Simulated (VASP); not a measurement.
Crystal: Mg.

```
CELL_PARAMETERS angstrom
3.20930 0.00000 0.00000
-1.60465 2.77934 0.00000
0.00000 0.00000 5.21030
ATOMIC_POSITIONS crystal
Mg 0.66667 0.33333 0.75000
Mg 0.33333 0.66667 0.25000
```

```yaml
Program: VASP 6.6.1
Task: single point
Functional: PBE
Potentials_or_basis: VASP PAW PBE potentials, release 64 (Mg)
Cutoff: 520 eV
k_mesh: 10 × 10 × 5
Occupations: fermi-dirac, width 0.05 eV
Spin: no spin polarisation
```

On this cell: pressure -0.5 GPa; largest force under 0.003 eV/Å; band gap on the k mesh none (metal or under the smearing width).

The same run follows on a disturbed copy (atoms moved at random, drawn with an rms of 0.05 Å):

```
CELL_PARAMETERS angstrom
3.20930 0.00000 0.00000
-1.60465 2.77934 0.00000
0.00000 0.00000 5.21030
ATOMIC_POSITIONS crystal
Mg 0.67167 0.33858 0.75431
Mg 0.33659 0.68100 0.24316
```

What changes?

The energy (extrapolated to zero smearing) moves by +2.4 meV/atom; pressure -0.4 GPa; largest force 0.156 eV/Å; band gap on the k mesh none (metal or under the smearing width).

Forces on the atoms (eV/Å):
```
Mg  -0.013  0.017 -0.155
Mg   0.013 -0.017  0.155
```

Stress tensor (GPa, compression positive):
```
-0.91  0.05  0.01
 0.05 -0.78 -0.02
 0.01 -0.02  0.36
```
